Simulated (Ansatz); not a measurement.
**How much do the gradients of TaSi2 depend on the method?**

Cell: a structure deposited in the COD, taken as it stands.

Space group P6_422 (No. 181); a = 4.7839, c = 6.5700 Å, γ = 120.00°.

```csv
site,Wyckoff,site symmetry,x,y,z
Ta,3c,222,0.5000,0.0000,0.0000
Si,6i,..2,0.1590,0.3179,0.0000
```

One atom of each set is listed.

First run. The numbers come from a DFT calculation in Ansatz (PBE, plane waves and PAW, scalar-relativistic, 420 eV cutoff, Γ-centred 11×11×7 k-points, Fermi–Dirac smearing 0.02 eV).

```csv
site,V_zz (10²¹ V/m²),η
Ta,6.58,0.80
Si,-2.76,0.51
```

Second run. The same atoms and settings, except that spin–orbit coupling is included (fully relativistic PAW files) and the Fermi–Dirac smearing is 0.05 eV.

(1) What does the second run give?

## Answers

(1) 

| site | V_zz | η | change of V_zz |
| --- | --- | --- | --- |
| Ta | 6.61 | 0.78 | +0.03 |
| Si | -2.74 | 0.50 | +0.02 |

No V_zz moves by more than 0.03. In per cent, |V_zz| changes by 0 on Ta, -1 on Si (all sites that start above 2).

With no gap above 0.1 eV, as in a metal, the gradients converge slowly in k; expect changes of a tenth or more on a denser mesh. With these PAW files V_zz is typically within 2 to 3 % of all-electron values, but misses above 10 % occur on Ta.
